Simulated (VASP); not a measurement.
# VASP 6.6.1 run: C

INCAR

```
ENCUT = 400
NSW = 0
IBRION = -1
LWAVE = .FALSE.
ISIF = 2
EDIFF = 1E-7
AMIX = 0.8
ISMEAR = 0
LCHARG = .FALSE.
NBANDS = 11
LASPH = .TRUE.
PREC = Accurate
SIGMA = 0.01
GGA = CA
LREAL = .FALSE.
NELM = 97
```

KPOINTS

```
KPOINTS created by Atomic Simulation Environment
0
Gamma
12 12 12
0 0 0
```

POSCAR

```
C
 1.0000000000000000
     0.0000000000000000    1.7801241435693234    1.7801241435693234
     1.7801241435693234   -0.0000000000000000    1.7801241435693234
     1.7801241435693234    1.7801241435693234   -0.0000000000000000
 C
   2
Cartesian
  0.0000000000000000  0.0000000000000000 -0.0000000000000000
  0.8900620717846617  0.8900620717846617  0.8900620717846617
```

The recommended LDA PAW datasets give the neutral cell 8 valence electrons.

Command

```
mpirun -np 1 vasp_std
```

Q: How does this run end, and what does it give?

A: It converged. Results: gap between bands v and c on the k mesh 4.12 eV; least direct gap on the k mesh 5.56 eV; pressure -13.1 GPa. Band v is the last that the valence electrons fill when counted band by band, and c is the next.

OSZICAR

```
N       E                     dE             d eps       ncg     rms          rms(c)
DAV:   1    -0.550069167232E+01   -0.55007E+01   -0.41179E+03  1686   0.582E+02
DAV:   2    -0.207848527932E+02   -0.15284E+02   -0.14895E+02  2054   0.108E+02
DAV:   3    -0.210553463301E+02   -0.27049E+00   -0.26996E+00  1848   0.108E+01
DAV:   4    -0.210557540022E+02   -0.40767E-03   -0.40766E-03  1703   0.527E-01
DAV:   5    -0.210557544140E+02   -0.41173E-06   -0.41173E-06  1830   0.156E-02    0.578E+00
DAV:   6    -0.202556806012E+02    0.80007E+00   -0.11912E+00  1626   0.747E+00    0.226E+00
DAV:   7    -0.202524683583E+02    0.32122E-02   -0.25138E-02  1746   0.131E+00    0.107E+00
DAV:   8    -0.202514479003E+02    0.10205E-02   -0.22457E-04  1731   0.121E-01    0.108E-01
DAV:   9    -0.202514187021E+02    0.29198E-04   -0.28642E-05  1728   0.441E-02    0.429E-02
DAV:  10    -0.202514149990E+02    0.37031E-05   -0.27798E-06  1686   0.117E-02    0.447E-03
DAV:  11    -0.202514149737E+02    0.25378E-07   -0.23955E-08  1106   0.132E-03
   1 F= -.20251415E+02 E0= -.20251415E+02  d E =-.556599E-44
```

These settings aren't sound, so the numbers aren't properties of the crystal.

On sound settings LDA gives a gap of 4.14 eV on its mesh and a pressure of -9.3 GPa for the intended cell.
